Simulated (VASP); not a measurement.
A run of VASP 6.6.1 is set up as follows.

File INCAR:

```
PREC     = Accurate       # precision mode
ENCUT    = 600            # plane-wave cutoff, eV
EDIFF    = 1E-6           # SCF threshold, eV
ISMEAR   = 0              # smearing method
SIGMA    = 0.03           # smearing width, eV
LREAL    = False          # projectors in reciprocal space
LASPH    = True           # aspherical terms in the spheres
NELM     = 80             # most SCF steps
ALGO     = Normal         # electronic algorithm
ISIF     = 3              # what is computed and relaxed
LWAVE    = False          # write WAVECAR
LCHARG   = False          # write CHGCAR
METAGGA  = R2SCAN         # meta-GGA
LMIXTAU  = True         
IBRION   = 2              # ionic algorithm
NSW      = 90             # ionic steps
EDIFFG   = -0.01          # ionic threshold
```

Contents of KPOINTS:

```
regular mesh
0
Gamma
  8 8 8
```

Contents of POSCAR:

```
CdTe
1.0
    0.0000000000      3.2050000000      3.2050000000
    3.2050000000      0.0000000000      3.2050000000
    3.2050000000      3.2050000000      0.0000000000
Cd Te
1 1
Direct
    0.0000000000      0.0000000000      0.0000000000
    0.2500000000      0.2500000000      0.2500000000
```

Potentials or basis: VASP PAW PBE potentials, release 64 (Cd, Te).

Command:

```bash
$ cat potpaw_PBE.64/Cd/POTCAR potpaw_PBE.64/Te/POTCAR > POTCAR
$ mpirun -np 1 vasp_std > vasp.out
```

Problem. What does it give for the space group after relaxing (to 0.05 Å)?

Solution. F-43m (No. 216).

Problem. Estimate the relaxed cell.

Solution. a = 4.639 Å, b = 4.639 Å, c = 4.639 Å, α = 60.00°, β = 60.00°, γ = 60.00°.

Final structure:
```
Cd Te
1.0
     0.00000    3.28041    3.28041
     3.28041    0.00000    3.28041
     3.28041    3.28041    0.00000
Cd Te
1 1
Direct
  0.00000 0.00000 0.00000
  0.25000 0.25000 0.25000
```

 Zero-point motion and thermal expansion aren't in these numbers.
